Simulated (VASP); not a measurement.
# Cs (Pm-3m) in VASP: single point with PBEsol

Aim: the single point of Cs with PBEsol.

Everything below comes from runs of VASP 6.6.1. Logs are shortened: lines on timing, memory, paths and dates and some standing lists are left out, and cuts for length are marked.

### 1 The structure

The structure is cubic, space group Pm-3m (No. 221). Conventional cell: a = 4.765 Å, b = 4.765 Å, c = 4.765 Å, α = 90.00°, β = 90.00°, γ = 90.00°.

This isn't the form of Cs at room conditions, which is bcc.

### 2 Single point, PBEsol

Input file INCAR:

```
SYSTEM = Cs
PREC     = Accurate       ! precision mode
ENCUT    = 520            ! plane-wave cutoff, eV
EDIFF    = 1E-7           ! SCF threshold, eV
ISMEAR   = 1              ! smearing method
SIGMA    = 0.1            ! smearing width, eV
LREAL    = .False.        ! projectors in reciprocal space
LASPH    = .True.         ! aspherical terms in the spheres
NELM     = 100            ! most SCF steps
ALGO     = Normal         ! electronic algorithm
ISIF     = 2              ! what is computed and relaxed
LWAVE    = .False.        ! write WAVECAR
LCHARG   = .True.         ! write CHGCAR
GGA      = PS             ! functional
LELF     = .True.         ! ELF
LVHAR    = .True.       
NBANDS   = 10             ! bands
```

Input file KPOINTS:

```
regular mesh
0
Gamma
  5 5 5
  0 0 0
```

Input file POSCAR:

```
Cs
1.0
    4.7653550000      0.0000000000      0.0000000000
    0.0000000000      4.7653550000      0.0000000000
    0.0000000000      0.0000000000      4.7653550000
Cs
1
Direct
    0.0000000000      0.0000000000      0.0000000000
```

Potentials or basis: VASP PAW PBE potentials, release 64 (Cs_sv).

The run is started by

```
$ cat potpaw_PBE.64/Cs_sv/POTCAR > POTCAR
$ mpirun -np 1 vasp_std > vasp.out
```

OUTCAR:

```text
SYSTEM = Cs
   PREC = Accurate
   ENCUT = 520
   EDIFF = 1E-7
   ISMEAR = 1
   LREAL = .False.
   LASPH = .True.
   NELM = 100
   ISIF = 2
   GGA = PS

 ion  position               nearest neighbor table
   1  0.000  0.000  0.000-

  LATTYP: Found a simple cubic cell.
 ALAT       =     4.7653550000

  Lattice vectors:

 A1 = (   4.7653550000,   0.0000000000,   0.0000000000)
 A2 = (   0.0000000000,   4.7653550000,   0.0000000000)
 A3 = (   0.0000000000,   0.0000000000,   4.7653550000)

Analysis of symmetry for initial positions (statically):
=====================================================================
 Subroutine PRICEL returns:
 Original cell was already a primitive cell.

 Routine SETGRP: Setting up the symmetry group for a
 simple cubic supercell.

 Subroutine GETGRP returns: Found 48 space group operations
 (whereof 48 operations were pure point group operations)
 out of a pool of 48 trial point group operations.

The static configuration has the point symmetry O_h .

Analysis of symmetry for dynamics (positions and initial velocities):
=====================================================================
 Subroutine PRICEL returns:
 Original cell was already a primitive cell.

 Routine SETGRP: Setting up the symmetry group for a
 simple cubic supercell.

 Subroutine GETGRP returns: Found 48 space group operations
 (whereof 48 operations were pure point group operations)
 out of a pool of 48 trial point group operations.

The dynamic configuration has the point symmetry O_h .

 Subroutine INISYM returns: Found 48 space group operations
 (whereof 48 operations are pure point group operations),
 and found     1 'primitive' translations

----------------------------------------------------------------------------------------

                                     Primitive cell

  volume of cell :     108.2146

  direct lattice vectors                    reciprocal lattice vectors
     4.765355000  0.000000000  0.000000000     0.209847955  0.000000000  0.000000000
     0.000000000  4.765355000  0.000000000     0.000000000  0.209847955  0.000000000
     0.000000000  0.000000000  4.765355000     0.000000000  0.000000000  0.209847955

  length of vectors
     4.765355000  4.765355000  4.765355000     0.209847955  0.209847955  0.209847955

  position of ions in fractional coordinates (direct lattice)
     0.000000000  0.000000000  0.000000000

  ion indices of the primitive-cell ions
   primitive index   ion index
                 1           1

----------------------------------------------------------------------------------------

 KPOINTS: regular mesh

Automatic generation of k-mesh.
 Grid dimensions read from file:
 generate k-points for:    5    5    5

 Generating k-lattice:

  Cartesian coordinates                     Fractional coordinates (reciprocal lattice)
     0.041969591  0.000000000  0.000000000     0.200000000  0.000000000  0.000000000
     0.000000000  0.041969591  0.000000000     0.000000000  0.200000000  0.000000000
     0.000000000  0.000000000  0.041969591     0.000000000  0.000000000  0.200000000

  Length of vectors
     0.041969591  0.041969591  0.041969591

  Shift w.r.t. Gamma in fractional coordinates (k-lattice)
     0.000000000  0.000000000  0.000000000

 Subroutine IBZKPT returns following result:
 ===========================================

 Found     10 irreducible k-points:

 Following reciprocal coordinates:
            Coordinates               Weight
  0.000000  0.000000  0.000000      1.000000
  0.200000  0.000000  0.000000      6.000000
  0.400000  0.000000  0.000000      6.000000
  0.200000  0.200000  0.000000     12.000000
  0.400000  0.200000  0.000000     24.000000
  0.400000  0.400000  0.000000     12.000000
  0.200000  0.200000  0.200000      8.000000
  0.400000  0.200000  0.200000     24.000000
  0.400000  0.400000  0.200000     24.000000
  0.400000  0.400000  0.400000      8.000000
   k-points           NKPTS =     10   k-points in BZ     NKDIM =     10   number of bands    NBANDS=     10
   number of dos      NEDOS =    301   number of ions     NIONS =      1
   total plane-waves  NPLWV =  46656
   dimension x,y,z NGX =    36 NGY =   36 NGZ =   36
   dimension x,y,z NGXF=    72 NGYF=   72 NGZF=   72
   ions per type =               1
   NGX,Y,Z   is equivalent  to a cutoff of  12.56, 12.56, 12.56 a.u.
   NGXF,Y,Z  is equivalent  to a cutoff of  25.12, 25.12, 25.12 a.u.
 SYSTEM =  Cs
   PREC   = accura    normal or accurate (medium, high low for compatibility)
   ISTART =      0    job   : 0-new  1-cont  2-samecut
   ICHARG =      2    charge: 1-file 2-atom 10-const
   ISPIN  =      1    spin polarized calculation?
   LNONCOLLINEAR =      F non collinear calculations
   LSORBIT =      F    spin-orbit coupling
   LASPH  =      T    aspherical Exc in radial PAW
   ENCUT  =  520.0 eV  38.22 Ry    6.18 a.u.   8.86  8.86  8.86*2*pi/ulx,y,z
   NELM   =    100;   NELMIN=  2; NELMDL= -5     # of ELM steps
   EDIFF  = 0.1E-06   stopping-criterion for ELM
   LREAL  =      F    real-space projection
   EDIFFG = 0.1E-05   stopping-criterion for IOM
   NSW    =      0    number of steps for IOM
   IBRION =     -1    ionic relax: 0-MD 1-quasi-New 2-CG
   NFREE  =      0    steps in history (QN), initial steepest desc. (CG)
   ISIF   =      2    stress and relaxation
   ISYM   =      2    0-nonsym 1-usesym 2-fastsym
   POTIM  = 0.5000    time-step for ionic-motion
   TEBEG  =    0.0;   TEEND  =   0.0 temperature during run
   PSTRESS=    0.0 pullay stress
   NELECT =       9.0000    total number of electrons
   NUPDOWN=      -1.0000    fix difference up-down
   EMIN   =  10.00;   EMAX   =-10.00  energy-range for DOS
   EFERMI =   0.00;   METHOD = LEGACY
   ISMEAR =     1;   SIGMA  =   0.10  broadening in eV -4-tet -1-fermi 0-gaus
   EFERMI_NEDOS =   21; number of points for ismear=-14 and -15
   IALGO  =     38    algorithm
   IMIX   =      4    mixing-type and parameters
     AMIX     =   0.40;   BMIX     =  1.00
     AMIX_MAG =   1.60;   BMIX_MAG =  1.00
  volume/ion in A,a.u.               =     108.21       730.27
  Fermi-wavevector in a.u.,A,eV,Ry     =   0.714596  1.350390  6.947775  0.510647
  Thomas-Fermi vector in A             =   1.802537
   LORBIT       =      0    0 simple, 1 ext, 2 COOP (PROOUT), +10 PAW based schemes
   GGA     = PS    functional components
   LHFCALC =     F    Hartree Fock is set to
   AEXX    =    0.0000 exact exchange contribution
   IVDW    =     0    specifies the selected vdW correction
   LEPSILON=     F    determine dielectric tensor
   LRPA    =     F    only Hartree local field effects (RPA)
 non-spin polarized calculation
 Methfessel and Paxton  Order N= 1 SIGMA  =   0.10
  energy-cutoff  :      520.00
  volume of cell :      108.21
 maximum number of plane-waves:      2945
 NGX is ok and might be reduce to    36
   NGX = 17   NGY = 17   NGZ = 17

 number of electron       8.9999997 magnetization

 Free energy of the ion-electron system (eV)
  ---------------------------------------------------
  ext. energy  EPLUGINS =         0.00000000
  ---------------------------------------------------
  free energy    TOTEN  =        -0.82493597 eV

  energy without entropy =       -0.82206341  energy(sigma->0) =       -0.82397845

 E-fermi :   0.5775     XC(G=0):  -5.6306

 val. band max:        0.3462242006   @ k =   0.4000   0.2000   0.0000
 cond. band min:       0.6107426521   @ k =   0.4000   0.2000   0.2000
 fundamental gap:      0.2645184514
 Fermi energy:         0.5774518131

 k-point     1 :       0.0000    0.0000    0.0000
  band No.  band energies     occupation
      1     -23.4286      2.00000
      2     -10.1012      2.00000
      3     -10.1012      2.00000
      4     -10.1012      2.00000
      5      -1.1924      2.00000
      6       1.8432     -0.00000
      7       1.8432     -0.00000
      8       5.2018      0.00000
      9       5.2018      0.00000
     10       5.2018      0.00000

 k-point     2 :       0.2000    0.0000    0.0000
  band No.  band energies     occupation
      1     -23.4242      2.00000
      2     -10.1948      2.00000
      3     -10.0932      2.00000
      4     -10.0932      2.00000
      5      -0.8343      2.00000
      6       1.9389     -0.00000
      7       1.9826     -0.00000
      8       4.3256      0.00000
      9       4.3256      0.00000
     10       5.0337      0.00000

 k-point     3 :       0.4000    0.0000    0.0000
  band No.  band energies     occupation
      1     -23.4171      2.00000
      2     -10.3390      2.00000
      3     -10.0800      2.00000
      4     -10.0800      2.00000
      5       0.0274      2.00000
      6       1.3728     -0.00000
      7       2.2574     -0.00000
      8       3.6513      0.00000
      9       3.6513      0.00000
     10       5.3726      0.00000

 k-point     4 :       0.2000    0.2000    0.0000
  band No.  band energies     occupation
      1     -23.4199      2.00000
      2     -10.1890      2.00000
      3     -10.1812      2.00000
      4     -10.0852      2.00000
      5      -0.4885      2.00000
      6       2.0138     -0.00000
      7       2.1856     -0.00000
      8       3.4225      0.00000
      9       4.2795      0.00000
     10       4.6701      0.00000

 k-point     5 :       0.4000    0.2000    0.0000
  band No.  band energies     occupation
      1     -23.4128      2.00000
      2     -10.3270      2.00000
      3     -10.1692      2.00000
      4     -10.0724      2.00000
      5       0.3462      2.00514
      6       1.3984     -0.00000
      7       2.4876     -0.00000
      8       3.1861      0.00000
      9       3.7695      0.00000
     10       4.6881      0.00000

 k-point     6 :       0.4000    0.4000    0.0000
  band No.  band energies     occupation
      1     -23.4059      2.00000
      2     -10.3086      2.00000
      3     -10.3059      2.00000
      4     -10.0599      2.00000
      5       0.7524     -0.03293
      6       1.5287     -0.00000
      7       2.7386      0.00000
      8       2.9885      0.00000
      9       3.9670      0.00000
     10       4.0538      0.00000

 k-point     7 :       0.2000    0.2000    0.2000
  band No.  band energies     occupation
      1     -23.4156      2.00000
      2     -10.1829      2.00000
      3     -10.1720      2.00000
      4     -10.1720      2.00000
      5      -0.1613      2.00000
      6       2.2811     -0.00000
      7       2.2811     -0.00000
      8       3.2298      0.00000
      9       3.7677      0.00000
     10       3.7677      0.00000

 k-point     8 :       0.4000    0.2000    0.2000
  band No.  band energies     occupation
      1     -23.4086      2.00000
      2     -10.3153      2.00000
      3     -10.1634      2.00000
      4     -10.1569      2.00000
      5       0.6107      0.46966
      6       1.6138     -0.00000
      7       2.4885     -0.00000
      8       2.9995      0.00000
      9       3.7093      0.00000
     10       4.0192      0.00000

 k-point     9 :       0.4000    0.4000    0.2000
  band No.  band energies     occupation
      1     -23.4017      2.00000
      2     -10.2975      2.00000
      3     -10.2948      2.00000
      4     -10.1453      2.00000
      5       0.9390     -0.00000
      6       1.8935     -0.00000
      7       2.2787     -0.00000
      8       2.8347      0.00000
      9       4.0061      0.00000
     10       4.1793      0.00000

 k-point    10 :       0.4000    0.4000    0.4000
  band No.  band energies     occupation
      1     -23.3948      2.00000
      2     -10.2803      2.00000
      3     -10.2768      2.00000
      4     -10.2768      2.00000
      5       1.3080     -0.00000
      6       1.7511     -0.00000
      7       1.7511     -0.00000
      8       3.9558      0.00000
      9       4.3286      0.00000
     10       4.3324      0.00000

------------------------ aborting loop because EDIFF is reached ----------------------------------------

  FORCE on cell =-STRESS in cart. coord.  units (eV):
  Direction    XX          YY          ZZ          XY          YZ          ZX
  --------------------------------------------------------------------------------------
  -------------------------------------------------------------------------------------
  Total        0.1464334      0.1464334      0.1464334      0.0000000      0.0000000      0.0000000
  in kB        2.1680290      2.1680290      2.1680290      0.0000000      0.0000000      0.0000000
  external PRESSURE =       2.1680290 kB  Pullay stress =       0.0000000 kB

 VOLUME and BASIS-vectors are now :
 -----------------------------------------------------------------------------
  energy-cutoff  :      520.00
  volume of cell :      108.21
      direct lattice vectors                 reciprocal lattice vectors
     4.765355000  0.000000000  0.000000000     0.209847955  0.000000000  0.000000000
     0.000000000  4.765355000  0.000000000     0.000000000  0.209847955  0.000000000
     0.000000000  0.000000000  4.765355000     0.000000000  0.000000000  0.209847955

 POSITION                                       TOTAL-FORCE (eV/Angst)
 -----------------------------------------------------------------------------------
      0.00000      0.00000      0.00000         0.000000      0.000000      0.000000
 -----------------------------------------------------------------------------------
    total drift:                                0.000000      0.000000     -0.000000

  FREE ENERGIE OF THE ION-ELECTRON SYSTEM (eV)
  ---------------------------------------------------
  free  energy   TOTEN  =        -0.8249359733 eV

  energy  without entropy=       -0.8220634135  energy(sigma->0) =       -0.82397845
```

It took 8.3 s on 1 thread of Intel Xeon Platinum 8488C (Sapphire Rapids), shared host; peak memory 0.2 GiB.

Results:

* Free energy: -0.8249 eV
* Pressure: 0.2 GPa
* Band gap on the k mesh: none (metal or under the smearing width)

Levels at points of the mesh, in eV from the Fermi level:
```tsv
k point	band 3	band 4	band 5	band 6	band 7	band 8
(0.00, 0.00, 0.00)	-10.68	-10.68	-1.77	1.27	1.27	4.62
```

Caveat: the PAW data sets were made with another functional, which shifts forces and pressure a little.
